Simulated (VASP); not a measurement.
# NaCl: convergence, energy along a vibration (SMASS = -2)

NaCl, Fm-3m (no. 225), atoms displaced along the mode, 2 atoms in the cell. PBE, energy along a line of displacements; PAW potentials Cl, Na_pv (PBE set). VASP 6.6.1.

Wanted: harmonic frequency within 1 %.

Space group without the displacement: Fm-3m (no. 225); Mode: optical mode at Gamma along x.

POSCAR of the starting run:
```
NaCl
1.0
    0.0000000000      2.7940632177      2.7940632177
    2.7940632177      0.0000000000      2.7940632177
    2.7940632177      2.7940632177      0.0000000000
Cl Na
1 1
Direct
    0.5056318345      0.4943681655      0.4943681655
   -0.0086842339      0.0086842339      0.0086842339

    0.0078678508   0.0000000000   0.0000000000
   -0.0121321492   0.0000000000   0.0000000000
```

The series start from k mesh: 5 × 5 × 5; Cutoff (eV): 340; Step along the mode (Å): 0.02; Precision and projection: Accurate, reciprocal space. Each series keeps the choices made before it, and each single choice may use up half of a tolerance.

## k mesh

| k mesh | Harmonic frequency (THz) | Time (s) |
|---|---|---|
| 2 × 2 × 2 | 5.024 | 13 |
| 3 × 3 × 3 | 5.205 | 13 |
| 4 × 4 × 4 | 5.225 | 18 |
| 5 × 5 × 5 | 5.227 | 30 |
| 6 × 6 × 6 | 5.227 | 43 |
| 7 × 7 × 7 (reference) | 5.228 | 57 |

Chosen: 3 × 3 × 3, the loosest value from which every tighter one stays within half of the tolerance.

## Cutoff (eV)

| Cutoff (eV) | Harmonic frequency (THz) | Time (s) |
|---|---|---|
| 190 | 5.096 | 7.5 |
| 230 | 5.334 | 9.0 |
| 260 | 5.186 | 10 |
| 300 | 5.212 | 11 |
| 340 | 5.205 | 13 |
| 390 (reference) | 5.264 | 19 |

Chosen: 390; the next looser run is off by more than half of the tolerance, so convergence isn't shown beyond this value.

## Precision and projection

| Precision and projection | Harmonic frequency (THz) | Time (s) |
|---|---|---|
| Accurate, reciprocal space | 5.243 | 22 |
| Normal, reciprocal space | 5.242 | 10 |
| Normal, Auto | 5.235 | 12 |

Chosen: Normal, reciprocal space, the fastest of those that stay within half of the tolerance.

Also changed on the way, by series that aren't shown: Step along the mode (Å): 0.08.

## All choices together

| Input | Harmonic frequency (THz) | Time (s) |
|---|---|---|
| defaults on a coarse mesh (naive) | 5.29 | 3.2 |
| chosen settings | 5.242 | 10 |
| reference settings throughout | 5.288 | 117 |

The chosen settings stay within the tolerance of the reference run, but the reference itself isn't shown to be converged in: Cutoff (eV).

## The input

INCAR:
```
SYSTEM = NaCl
GGA = PE
PREC = Normal
ENCUT = 390
EDIFF = 1E-7
ALGO = Normal
LREAL = .FALSE.
LASPH = .TRUE.
ISMEAR = 0
SIGMA = 0.03
ISYM = 0
LWAVE = .FALSE.
LCHARG = .FALSE.
IBRION = 0
SMASS = -2
POTIM = 1
NSW = 9
NELMIN = 4
IWAVPR = 11
KPAR = 2
```

KPOINTS:
```
Automatic mesh
0
Gamma
  3 3 3
  0 0 0
```

POSCAR:
```
NaCl
1.0
    0.0000000000      2.7940632177      2.7940632177
    2.7940632177      0.0000000000      2.7940632177
    2.7940632177      2.7940632177      0.0000000000
Cl Na
1 1
Direct
    0.5225273380      0.4774726620      0.4774726620
   -0.0347369354      0.0347369354      0.0347369354

    0.0314714032   0.0000000000   0.0000000000
   -0.0485285968   0.0000000000   0.0000000000
```

Commands:
```
cat potpaw_PBE.64/Cl/POTCAR potpaw_PBE.64/Na_pv/POTCAR > POTCAR
mpirun -np 2 vasp_std > vasp.out
```

The naive input happens to agree within the tolerance here, in 3.2 s.

The chosen input took VASP 6.6.1 10 s on 2 cores (Intel Xeon Platinum 8259CL @ 2.50GHz (Skylake/Cascade Lake)), a shared host.
